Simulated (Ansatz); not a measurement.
Wanted: the native input for an Ansatz 0.2.0 run.

```
Task                                : band structure
Functional                          : PBEsol
Potentials or basis                 : Ansatz PAW
Cutoff                              : 420 eV (not typed: the program's choice for these potentials)
k mesh                              : 6 × 6 × 7
Occupations                         : fermi-dirac, width 0.05 eV
Spin                                : collinear spin, ferromagnetic start
Starting moments                    : [0.0, 0.0, 0.0, 3.0, 3.0, 3.0] μB
Path                                : [["G", "M", "K", "G", "A", "L", "H", "A"], ["L", "M"], ["K", "H"]]
Points for each segment of the path : 14
```

The system is FeGe.

```
Ge Fe
1.0
     4.99760    0.00000    0.00000
    -2.49880    4.32805    0.00000
     0.00000    0.00000    4.11576
Ge Fe
3 3
Direct
  0.66667 0.33333 0.50000
  0.33333 0.66667 0.50000
  0.00000 0.00000 0.00000
  0.00000 0.50000 0.00000
  0.50000 0.50000 0.00000
  0.50000 0.00000 0.00000
```

The cell is a database's computed one.

The input as run:

input.yaml

```yaml
crystal:
  lattice:
    - [4.9976023358, 0.0, 0.0]
    - [-2.4988011679, 4.3280505808, 0.0]
    - [0.0, 0.0, 4.11576135]
  atoms:
    - { symbol: Ge, position: [0.6666666667, 0.3333333333, 0.5] }
    - { symbol: Ge, position: [0.3333333333, 0.6666666667, 0.5] }
    - { symbol: Ge, position: [0.0, 0.0, 0.0] }
    - { symbol: Fe, position: [0.0, 0.5, 0.0], spin: 3.0 }
    - { symbol: Fe, position: [0.5, 0.5, 0.0], spin: 3.0 }
    - { symbol: Fe, position: [0.5, 0.0, 0.0], spin: 3.0 }
hamiltonian:
  xc: pbesol
  pseudopotentials: { kind: paw }
magnetization:
  spin_polarized: true
kpoints:
  mp_grid: { grid: [6, 6, 7] }
  band_path:
    path:
      - [[0.0, 0.0, 0.0], [0.5, 0.0, 0.0], [0.3333333333, 0.3333333333, 0.0], [0.0, 0.0, 0.0], [0.0, 0.0, 0.5], [0.5, 0.0, 0.5], [0.3333333333, 0.3333333333, 0.5], [0.0, 0.0, 0.5]]
      - [[0.5, 0.0, 0.5], [0.5, 0.0, 0.0]]
      - [[0.3333333333, 0.3333333333, 0.0], [0.3333333333, 0.3333333333, 0.5]]
    npoints: 14
scf:
  occupations: { method: fermi_dirac, width: 0.05 }
  n_extra_bands: 15
output:
  forces: true
  stress: true
  eigenvalues: true
  fatbands: true
```

Potentials or basis: Ansatz PAW.

The run is started by

```console
$ ansatz run input.yaml --threads 2 --pin off --max-ram 5632MiB --backend cpu --events-out ev --progress --plain --runs-dir out
```

It gave:

- Pressure: -10.2 GPa
- Band gap on the k mesh: none (metal or under the smearing width)
- Net moment: 4.26 μB per cell
- Absolute moment: 4.91 μB per cell
- Site moments: Ge -0.04, -0.07; Fe +1.50 μB

Caveat: the PAW data sets come from PBE, with cores solved anew for the run's functional, which leaves a small shift of forces and pressure.

It took 48 s on 2 threads of Arm Neoverse V1, on a shared host, peak memory 0.8 GiB.
